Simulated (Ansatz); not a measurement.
## SiO2 under changes of volume

One of the cells (14.956 Å³/atom); the others are scaled copies at fixed shape and fractional positions:

```
Si O
1.0
    -2.47729    2.47729    3.65567
     2.47729   -2.47729    3.65567
     2.47729    2.47729   -3.65567
Si O
2 4
Cartesian
  0.0000 2.4773 1.8278
  0.0000 0.0000 0.0000
  -0.4795 3.7159 0.9139
  -1.2386 1.9978 2.7418
  1.2386 2.9568 2.7418
  0.4795 1.2386 0.9139
```

The cell comes from a database or a generator and needn't be the stable form of this composition.

```yaml
Program: Ansatz 0.2.0
Functional: PBEsol
Potentials_or_basis: all-electron LAPW, scalar-relativistic
Cutoff: 554 eV (chosen from the basis error)
Basis_error_allowed: 0.001 eV/atom
k_mesh: 8 × 8 × 8
Occupations: fermi-dirac, width 0.05 eV
Spin: no spin polarisation
```

```csv
volume (Å³/atom),energy over the lowest point (meV/atom),pressure (GPa),gap on the mesh (eV),largest force (eV/Å)
14.059,?,?,?,?
14.358,22.37,9.6,6.11,0.622
14.657,8.21,5.7,6.01,0.373
14.956,0.98,2.1,5.90,0.142
15.256,0.00,-1.0,5.79,0.070
15.555,4.67,-3.9,5.67,0.265
15.854,14.46,-6.5,5.55,0.445
```

Question: What does the run at 14.059 Å³/atom give?

Answer: Energy over the lowest point 44.15 meV/atom; pressure 13.9 GPa; gap on the mesh 6.20 eV; largest force 0.894 eV/Å.

Worked out: A Birch-Murnaghan fit of order 3 (a polynomial in V^(-2/3)) to the other rows has its minimum at 15.15 Å³/atom with B0 = V·E''(V) = 159 GPa and B' = 4.1 at fixed shape and positions, which overstates the stiffness. It gives 44.19 meV/atom at 14.059 Å³/atom, against the run's 44.15, and -dE/dV = 13.9 GPa, against 13.9. A parabola through the other rows of the gap, of slope -4.36 eV per unit of ln V (its deformation potential) there, extrapolates to 6.21 eV, against the run's 6.20.

Energies are extrapolated to zero smearing.

A mesh can miss the band edges.
